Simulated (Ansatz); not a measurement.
**ZrS2: an axial (c/a) deformation path**

The task here is to estimate one member of a computed series from the others.

Program: Ansatz 0.2.0. Level of theory: DFT PBE, scalar-relativistic, plane waves, PAW. These are calculated values, not measurements.

## The system as given

It takes space group P-3m1 (No. 164, trigonal). Conventional cell: a = 3.630 Å, b = 3.630 Å, c = 5.850 Å, α = 90.00°, β = 90.00°, γ = 120.00°. Around Zr (site symmetry -3m) lie 6 S at 2.55 Å. Around S (site symmetry 3m) lie 3 Zr at 2.55 Å.

Coordinates:

```
CELL_PARAMETERS angstrom
3.63000 0.00000 0.00000
-1.81500 3.14367 0.00000
0.00000 0.00000 5.85000
ATOMIC_POSITIONS crystal
Zr 0.00000 0.00000 0.00000
S 0.33333 0.66667 0.24920
S 0.66667 0.33333 0.75080
```

The cell is taken as given, not relaxed at this level.

The first run:

At fixed volume and fractional coordinates, lengths along (0.000, 0.000, 1.000) are scaled against those across it; ρ is that ratio over its starting value.

The input, input.yaml:

```yaml
crystal:
  lattice:
    - [3.832070894, 0.0, 0.0]
    - [-1.916035447, 3.3186707433, 0.0]
    - [0.0, 0.0, 5.2493051121]
  atoms:
    - { symbol: Zr, position: [0.0, 0.0, 0.0] }
    - { symbol: S, position: [0.3333333333, 0.6666666667, 0.2492] }
    - { symbol: S, position: [0.6666666667, 0.3333333333, 0.7508] }
basis:
  ecutwfc: 420
kpoints:
  mp_grid: { grid: [12, 12, 6] }
hamiltonian:
  xc: pbe
scf:
  occupations: { method: gaussian, width: 0.05 }
output:
  forces: true
  stress: true
  eigenvalues: true
  write_density: true
  write_potential: true
  elf: true
  volumetric_format: npy
```

Started as:

```console
ansatz run input.yaml --threads 1 --pin off --max-ram 2560MiB --backend cpu --events-out ev --progress --plain --runs-dir out
```

Steps of the session up to this table: Point ρ = 0.850; At ρ = 1.200; ρ = 0.920; Point ρ = 1.100; At ρ = 0.960; Point ρ = 1.050; At ρ = 0.800; Point ρ = 1.300.

One of the session's tables, all rows but one given; the rest of the session is left out.

```
    ρ  ΔE (meV/atom)  pressure (GPa)  gap on the mesh (eV)
0.800          136.6             0.2                  0.51
0.850           73.8             1.1                  0.74
0.920           18.7             2.1                  0.81
0.960            3.6             2.6                  0.81
1.000            0.0             3.0                  0.80
1.050              ?               ?                     ?
1.100           39.1             3.8                  0.34
1.200          142.2             4.1                  0.00
1.300          291.9             3.8                  0.00
```

**Question.** Estimate the row for ρ = 1.050.

Worked estimate for «ΔE (meV/atom)». A straight line through the neighbours (1.000, 0.0) and (1.100, 39.1) gives 0.0 + (39.1 − 0.0) × (1.050 − 1.000) / (1.100 − 1.000) = 19.6; a parabola fitted to 4 rows on both sides gives 11.5.

As computed: ΔE (meV/atom): 11.1; pressure (GPa): 3.4; gap on the mesh (eV): 0.63. In «ΔE (meV/atom)» the line misses by +8.5 and the parabola by +0.4.

Where the gap reads zero, the mesh chosen for the insulator is on the coarse side.

To keep in mind: Layers here are held mostly by dispersion, which this level lacks, so their spacing and the stiffness across them are unreliable there.
